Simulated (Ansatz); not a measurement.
## MgS

```xyz
2
Lattice="0.0000 2.8484 2.8484 2.8484 0.0000 2.8484 2.8484 2.8484 0.0000" Properties=species:S:1:pos:R:3 pbc="T T T"
Mg    0.0000    0.0000    0.0000
S     1.4242    1.4242    1.4242
```

Atom numbers follow the list: Mg1, S2.

The structure comes from a relaxation in the same program, started in the zincblende type, and has space group F-43m. Whether it is a known phase or the ground state wasn't checked.

Methods: DFT, PBE, all-electron LAPW, scalar-relativistic (Ansatz 0.2.0); DFT, PBE, PAW with Ansatz's default frozen-core files, scalar-relativistic (Ansatz 0.2.0).

For LAPW: a Γ-centred 13×13×13 k mesh, Fermi–Dirac smearing of 0.05 eV, basis error target 0.5 meV/atom, no spin polarisation. PAW takes a cutoff of 420 eV at this cell. The Ansatz runs share mesh, smearing and spin set-up. Values come from LAPW unless marked.

| Property | Result |
| --- | --- |
| Volume per atom | 23.11 Å³ |
| Pressure at this cell | 0.03 GPa |

Problem. Predict this quantity. Band gap.

Solution. 3.37 eV, direct at Γ.

Problem. Give the computed value. Bader charges (from the PAW run).

Solution. Mg1 +1.63, S2 -1.63 e.

Problem. Löwdin charges (with 0.13 e of the cell spilling out of the atomic basis, so their sizes and signs hang on that basis): what does the calculation give?

Solution. Mg1 1.41, S2 -1.28 e.
